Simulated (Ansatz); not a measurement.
# Pb (Fm-3m) in Ansatz: further runs

Aim: see how the results for Pb move with the level of theory and the settings. Levels: PBE, Slater exchange only. Tasks: single point.

Program: Ansatz 0.2.0. These are calculated values, not measurements. Logs are shortened: lines on timing, memory, paths and dates and some standing lists are left out, and cuts for length are marked.

## 1. The crystal as given

Symmetry: Fm-3m, No. 225, cubic system. The conventional cell has a = 4.950 Å, b = 4.950 Å, c = 4.950 Å, α = 90.00°, β = 90.00°, γ = 90.00°. Around Pb (site symmetry m-3m) lie 12 Pb at 3.50 Å.

## 2. Single point, PBE

Contents of input.yaml:

```yaml
crystal:
  lattice:
    - [0.0, 2.47502, 2.47502]
    - [2.47502, 0.0, 2.47502]
    - [2.47502, 2.47502, 0.0]
  atoms:
    - { symbol: Pb, position: [0.0, 0.0, 0.0] }
kpoints:
  mp_grid: { grid: [6, 6, 6] }
scf:
  occupations: { method: fermi_dirac, width: 0.03 }
hamiltonian:
  xc: pbe
  pseudopotentials: { kind: all_electron, lapw: { basis_error: 0.002 } }
output:
  forces: true
  stress: true
  eigenvalues: true
```

Potentials or basis: all-electron LAPW, scalar-relativistic.

Launch:

```bash
> ansatz run input.yaml --threads 1 --pin off --max-ram 2560MiB --backend cpu --events-out ev --progress --plain --runs-dir out
```

Standard output:

```text
Warning: RAYON_NUM_THREADS=1 ignored (pool sized by the plan → 1); use --threads N
LAPW: plane waves up to 6.102 Å⁻¹, error target 2.0e-3 eV per atom; small_component_spin mean_spin; Pb in spheres of 1.750 Å, 36 of its electrons in bands, Dirac shells [] (how accurate: hamiltonian.pseudopotentials.lapw.basis_error, Limitations)
Engine: ansatz 0.2.0, aarch64-unknown-linux-gnu
Pseudopotentials: kind: all_electron
Pseudopotential: Pb, LAPW, valence charge 36, lapw/all_electron/scalar/gaussian/Pb, Koelling and Harmon's equation, gaussian nucleus
Functional definition: PBE
  parameter kappa = 0.804
  parameter beta = 0.06672455060314922
  exchange = pbe_x(kappa = kappa, mu = beta*pi^2/3)
  correlation = pbe_c(beta = beta)
Crystal: 1 atoms, lattice volume = 30.323 Å³
Basis set: ecut = 141.8407991770482 eV, 113 PW (Γ), exchange–correlation at level 2
Bands: 22, of which v1, the nominal top of the filled ones, is band 18 counted from 1 (17 counted from 0)
Symmetry: 48 space group operations
Space group: Fm-3m (ITA 225), of the structure as read, at distance tolerance 3.1e-5 Å
k-points: 16 of 216
Non-local potential: Pb, projectors of the file, none
Initial density: superposition of atomic densities (chi_scale 0.1, normalization cell)
Initial wavefunctions: plane waves of lowest kinetic energy (no species holds an atomic orbital)
Functional: x = pbe(κ = 0.804, μ = 0.2195149727645171), c = pbe(β = 0.06672455060314922)
iter 1 solved again at ethr=1.27e-5 eV; its pass at ethr=1.00e-1 eV (dr2=4.57e-3 eV) is discarded
SCF iter   1: F=—  HF=-568066.495354 eV  |F-HF|=—  |Δ(HF+E_count)|=         —  Δρ=3.90e-3  dr2=4.59e-3  ethr=1.27e-5  ⟨swp⟩=3.8  Hψ=2324  notcnv=0
preconditioner: auto → LDOS  [insulator: Δε(μ)=0.206 eV  Ē_g=19.745 eV  σ=0.030 eV  W_gap=0.86  n_scr=14 (ndim 8)  ℏωp=25.2 eV  f_vac=0.033  D(μ)=0.92/eV (n_scr^D=8)  ε∞_Penn≈2.6  β→1.0]
iter 2 solved again at ethr=1.21e-6 eV; its pass at ethr=1.27e-5 eV (dr2=4.35e-4 eV) is discarded
SCF iter   2: F=—  HF=-568066.492757 eV  |F-HF|=—  |Δ(HF+E_count)|=   2.60e-3  Δρ=1.39e-3  dr2=4.35e-4  ethr=1.21e-6  ⟨swp⟩=2.0  Hψ=1830  notcnv=0
SCF iter   3: F=—  HF=-568066.486517 eV  |F-HF|=—  |Δ(HF+E_count)|=   6.24e-3  Δρ=9.01e-4  dr2=2.18e-4  ethr=1.21e-6  ⟨swp⟩=3.0  Hψ=1105  notcnv=0
SCF iter   4: F=—  HF=-568066.486123 eV  |F-HF|=—  |Δ(HF+E_count)|=   3.94e-4  Δρ=3.31e-4  dr2=2.87e-5  ethr=6.06e-7  ⟨swp⟩=2.0  Hψ=1040  notcnv=0
SCF iter   5: F=—  HF=-568066.486121 eV  |F-HF|=—  |Δ(HF+E_count)|=   2.30e-6  Δρ=1.01e-4  dr2=2.41e-6  ethr=7.98e-8  ⟨swp⟩=2.5  Hψ=1049  notcnv=0
SCF iter   6: F=-568066.486124 eV  HF=-568066.486124 eV  |F-HF|=1.13e-7  |Δ(HF+E_count)|=   3.13e-6  Δρ=1.74e-5  dr2=8.49e-8  ethr=6.69e-9  ⟨swp⟩=3.0  Hψ=1068  notcnv=0
SCF 1 converged in 6 iterations: F = -568066.486124 eV  dr2 = 8.49e-8
SCF converged after 6 iterations
Free energy (F): -568066.486124 eV
Harris-Foulkes:  -568066.486124 eV  (|F-HF|=1.13e-7)
Internal energy: -568066.483153 eV  (E = F + TS)
E sigma→0 (E₀):  -568066.484639 eV
Entropy (-TS):   -0.002971 eV (-2.971 meV/atom)
Fermi energy:    15.821581 eV
--- Per-component energies (eV) ---
  E_band       = -2195.057627
  E_kinetic    = 654972.174150
  E_xc         = -10580.721647
  E_electrostatic = -1212457.935656  (all electrons and nuclei)
  E_smearing   = -0.002971  (= −TS)
  E_closure    = 0.000000  (closes the sum)
  E_atoms      = -568063.043352  (free atoms, spherical and without spin; not in F)
  Σ components = -568066.486124   (vs F -568066.486124, Δ=0.00e0)
  Basis errors (estimates in eV, not in F): energy 3.9e-4 per atom: plane waves 3.8e-4 (1.9e-4 summed), levels above the bands 1.4e-160, relativity 7.2e-8, radial functions 1.1e-5, core shells 1.0e-9; eigenvalues (radial functions only) 8.0e-4; not estimated: angular momenta, meshes, grids; target (lapw.basis_error) 2.0e-3; muffin-tin radii Pb 1.750 Å
--- Forces (eV/Å), atoms counted from 1 ---
  atom   1  Pb     0.00000000     0.00000000    -0.00000000
  max |Σ_I F_I| component: 6.16e-32 eV/Å
--- Stress (GPa, compression-positive) ---
        3.268532       0.000000       0.000000
        0.000000       3.268532      -0.000000
        0.000000      -0.000000       3.268532
  P = ⅓ Tr σ = 3.2685 GPa (32.685 kbar)
--- Band table (eV; the first three rows and the last of 16) ---
  k-point 0: bands = ["-123.9551", "-112.9865", "-112.9865", "-112.9865", "-112.9861", "-112.9861", "-112.9861", "-112.9855", "-65.7887", "-65.7887", "-65.7887", "-1.3920", "-1.3920", "-1.3920", "-1.2558", "-1.2558", "3.9269", "23.0925", "23.0925", "23.0925", "25.4206", "27.0440"]
  k-point 1: bands = ["-123.9551", "-112.9865", "-112.9865", "-112.9865", "-112.9861", "-112.9861", "-112.9861", "-112.9855", "-65.7895", "-65.7888", "-65.7888", "-1.3944", "-1.3629", "-1.3629", "-1.2499", "-1.2499", "4.4625", "18.9786", "22.5248", "22.5248", "24.8389", "28.2694"]
  k-point 2: bands = ["-123.9551", "-112.9865", "-112.9865", "-112.9865", "-112.9861", "-112.9861", "-112.9861", "-112.9855", "-65.7911", "-65.7891", "-65.7891", "-1.4093", "-1.3677", "-1.3677", "-1.1722", "-1.1722", "6.0204", "14.1410", "21.6373", "21.6373", "24.6049", "26.2311"]
  k-point 15: bands = ["-123.9551", "-112.9865", "-112.9865", "-112.9865", "-112.9861", "-112.9861", "-112.9861", "-112.9855", "-65.7914", "-65.7905", "-65.7900", "-1.4466", "-1.4110", "-1.2108", "-1.1840", "-1.0827", "9.0542", "13.2721", "15.5997", "16.2574", "24.4792", "25.3563"]
```

It took 2.3 s on 1 thread of Arm Neoverse V1, shared host; peak memory 0.22 GiB.

What came out:

```yaml
Free_energy: -568066.4861 eV
Pressure: 3.3 GPa
Band_gap_on_the_k_mesh: none (metal or under the smearing width)
```

Caveat: the k mesh is coarse (spacing up to 0.37 Å⁻¹), so the values aren't converged.

## 3. Single point, PBE, spin-orbit coupling, no magnetisation

Contents of input.yaml:

```yaml
crystal:
  lattice: { a: 4.95004, b: 4.95004, c: 4.95004, alpha: 90.0, beta: 90.0, gamma: 90.0 }
  space_group: 225
  setting: { hermann_mauguin: Fm-3m }
  reduce_to_primitive: true
  atoms:
    - { symbol: Pb, position: [0.0, 0.0, 0.0] }
kpoints:
  mp_grid: { grid: [7, 7, 7] }
scf:
  occupations: { method: cold, width: 0.05 }
hamiltonian:
  xc: pbe
  pseudopotentials: { kind: all_electron, lapw: { basis_error: 0.002 } }
magnetization:
  noncollinear: true
  spin_orbit: true
output:
  forces: true
  stress: true
  eigenvalues: true
```

Potentials or basis: all-electron LAPW, relativistic spinors.

Launch:

```bash
> ansatz run input.yaml --threads 1 --pin off --max-ram 2560MiB --backend cpu --events-out ev --progress --plain --runs-dir out
```

Wall time 15 s (1 thread of Arm Neoverse V1, shared host); peak memory 0.32 GiB.

Results (log left out):

| Item | Value |
| --- | --- |
| Free energy | -569338.0914 eV |
| Pressure | 2.8 GPa |
| Band gap on the k mesh | none (metal or under the smearing width) |

Levels at points of the mesh, in eV from the Fermi level:
| k point | band 34 | band 35 | band 36 | band 37 | band 38 | band 39 |
| --- | --- | --- | --- | --- | --- | --- |
| (0.00, 0.00, 0.00) | -11.45 | 5.26 | 5.26 | 8.57 | 8.57 | 8.57 |

Caveat: the k mesh is thin for a metal, which can move the energy by tens of meV per atom.

## 4. Single point, Slater exchange only, collinear spin, program default start

Contents of input.yaml:

```yaml
crystal:
  lattice: { a: 4.95004, b: 4.95004, c: 4.95004, alpha: 90.0, beta: 90.0, gamma: 90.0 }
  space_group: 225
  setting: { hermann_mauguin: Fm-3m }
  reduce_to_primitive: true
  atoms:
    - { symbol: Pb, position: [0.0, 0.0, 0.0] }
kpoints:
  mp_grid: { grid: [9, 9, 9] }
scf:
  occupations: { method: fermi_dirac, width: 0.15 }
hamiltonian:
  xc: { exchange: slater, correlation: none }
  pseudopotentials:
    kind: all_electron
    lapw: { basis_error: 0.002, muffin_tin_radii: { Pb: 1.05 } }
    nuclear_model: point
magnetization:
  spin_polarized: true
  initial_magnetization: 1.0
  spin_locking: { lock_magnetization: hard }
output:
  forces: true
  stress: true
  eigenvalues: true
```

Potentials or basis: all-electron LAPW, point nuclei.

Launch:

```bash
> ansatz run input.yaml --threads 1 --pin off --max-ram 2560MiB --backend cpu --events-out ev --progress --plain --runs-dir out
```

Run time: 26 s. Hardware: 1 thread of Arm Neoverse V1, shared host; peak memory 0.36 GiB.

Results (log left out):

```
Free energy     : -567685.6948 eV
Pressure        : 5.4 GPa
Absolute moment : 1.00 μB per cell
Site moments    : Pb +0.15 μB
```

Caveat: the total moment is fixed, so each spin has its own Fermi level.

## 5. The reference run

An earlier run on the cell as given: functional PBE; potentials or basis all-electron LAPW, scalar-relativistic; cutoff 154 eV (chosen from the basis error); basis error allowed 0.001 eV/atom; k mesh 9 × 9 × 9; occupations fermi-dirac, width 0.05 eV; no spin polarisation.

- Pressure: 2.3 GPa
- Band gap on the k mesh: none (metal or under the smearing width)

## 6. The runs side by side

```tsv
level	potentials or basis	spin	fixed moment (μB)	k mesh	cutoff (eV)	smearing	sphere radius (all atoms)	basis error allowed	other keys	mesh quality	gap on the mesh (eV)	pressure (GPa)
PBE	all-electron LAPW, scalar-relativistic	off	-	6 × 6 × 6	142	fermi-dirac 0.03 eV	-	0.002 eV/atom	-	coarse	none	3.3
PBE	all-electron LAPW, relativistic spinors	SOC, no magnetisation	-	7 × 7 × 7	142	cold 0.05 eV	-	0.002 eV/atom	-	coarse	none	2.8
Slater exchange only	all-electron LAPW, point nuclei	collinear, program default start	1.0	9 × 9 × 9	485	fermi-dirac 0.15 eV	1.05 Å	0.002 eV/atom	hamiltonian.pseudopotentials.lapw.muffin_tin_radii = 1.05	not flagged	-	5.4
PBE	all-electron LAPW, scalar-relativistic	off	-	9 × 9 × 9	154	fermi-dirac 0.05 eV	-	0.001 eV/atom	-	not flagged	none	2.3
```

Alike in all rows: task single point; cell as given.

Caveats: some runs use coarse meshes; the k mesh is thin for a metal, which can move the energy by tens of meV per atom (some runs); the total moment is fixed, so each spin has its own Fermi level (some runs).

Compare energies only between runs with the same functional and basis.
